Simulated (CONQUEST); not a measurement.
BP:

```
P B
1.0
     3.20885    0.00000    0.00000
     0.00000    3.20885    0.00000
     0.00000    0.00000    4.53800
P B
2 2
Direct
  0.00000 0.50000 0.25000
  0.50000 0.00000 0.75000
  0.00000 0.00000 0.00000
  0.50000 0.50000 0.50000
```

Base run:

- Program: CONQUEST 1.3
- Functional: PBE
- Potentials or basis: PseudoDojo NC PBE, DZP, grid cutoff 120 Ha
- k mesh: 8 × 8 × 6
- Occupations: fermi-dirac, width 0.05 eV
- Spin: no spin polarisation

Its results: band gap on the k mesh 1.23 eV; pressure 3.6 GPa.

**Question.** The run is repeated on the same cell with these changes: potentials or basis from PseudoDojo NC PBE, DZP, grid cutoff 120 Ha to PseudoDojo NC PBE, SZP, grid cutoff 120 Ha. What comes out?

**Answer.** Band gap on the k mesh 1.46 eV; pressure 10.8 GPa.

Caveats: the basis of atomic orbitals isn't converged, which shifts pressures, moduli and gaps; the box holds several primitive cells, so bands are folded and the points are those of the box's own zone (some runs); the atomic basis is small (some runs); the real-space grid breaks the cell's symmetry a little (some runs).

A k mesh can miss the band edges.
